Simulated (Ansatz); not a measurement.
# Si: the cost of one run

Program: Ansatz 0.2.0. Level of theory: DFT r2SCAN, scalar-relativistic, plane waves, PAW. These are calculated values, not measurements.

1 further run of the same task is left out (set aside as unsound or not needed). Runs told in other sessions of the task aren't counted.

### 1 Starting point

It takes space group R-3 (No. 148, trigonal). The conventional cell has a = 9.431 Å, b = 9.431 Å, c = 5.666 Å, α = 90.00°, β = 90.00°, γ = 120.00°. Around Si (site symmetry 1) lie 4 Si at 2.34 to 2.39 Å. Around Si (site symmetry 3) lie 4 Si at 2.38 to 2.41 Å.

Structure file:

```
Si
1.0
     4.71552    2.72251    1.88873
    -4.71552    2.72251    1.88873
     0.00000   -5.44502    1.88873
Si
8
Cartesian
  -3.2913 -0.8301 2.3569
  3.2913 0.8301 3.3093
  0.0000 0.0000 4.0367
  -0.9268 -3.2654 3.3093
  -2.3645 2.4353 3.3093
  0.9268 3.2654 2.3569
  0.0000 0.0000 1.6295
  2.3645 -2.4353 2.3569
```

It goes back to an entry of the Materials Project, which need not be the stable form.

It is the result of an earlier relaxation at this level (volume 18.19 Å³/atom; gap on the mesh: none (metal)).

### 2 The reference cell

The reference gives a free energy of -5110.9663 eV, pressure -0.01 GPa, largest force 0.004 eV/Å and gap on the mesh none (metal). It was computed beforehand with the settings of the runs below.

### 3 Next: a one-atom displacement scan

Atom 3 (Si) is moved by x along the Cartesian unit vector (0.599, 0.796, 0.088); the cell and all other atoms stay fixed. Forces below are components along that vector, summed over the moved atoms. In a periodic cell its images move with it.

### 4 x = -0.450 Å

Input file input.yaml:

```yaml
crystal:
  lattice:
    - [4.7155229194, 2.7225084269, 1.8887253252]
    - [-4.7155229194, 2.7225084269, 1.8887253252]
    - [0.0, -5.4450168538, 1.8887253252]
  atoms:
    - { symbol: Si, position: [0.016149233, 0.7141238566, 0.5175808472] }
    - { symbol: Si, position: [0.983850767, 0.2858761434, 0.4824191528] }
    - { symbol: Si, position: [0.654937844, 0.7120992666, 0.7492970615] }
    - { symbol: Si, position: [0.2858761434, 0.4824191528, 0.983850767] }
    - { symbol: Si, position: [0.4824191528, 0.983850767, 0.2858761434] }
    - { symbol: Si, position: [0.7141238566, 0.5175808472, 0.016149233] }
    - { symbol: Si, position: [0.2875785377, 0.2875785377, 0.2875785377] }
    - { symbol: Si, position: [0.5175808472, 0.016149233, 0.7141238566] }
basis:
  ecutwfc: 500
kpoints:
  mp_grid: { grid: [12, 12, 12] }
hamiltonian:
  xc: r2scan
scf:
  occupations: { method: gaussian, width: 0.15 }
output:
  forces: true
  stress: true
  eigenvalues: true
```

Started as:

```console
> ansatz run input.yaml --threads 2 --pin off --max-ram 5120MiB --backend cpu --events-out ev --progress --plain --runs-dir out
```

**Question.** How long does this run take on 2 threads of Intel Xeon 6975P-C (Granite Rapids), shared host, and how much memory does it need?

About 1.9 min, with a peak of 3.2 GiB.
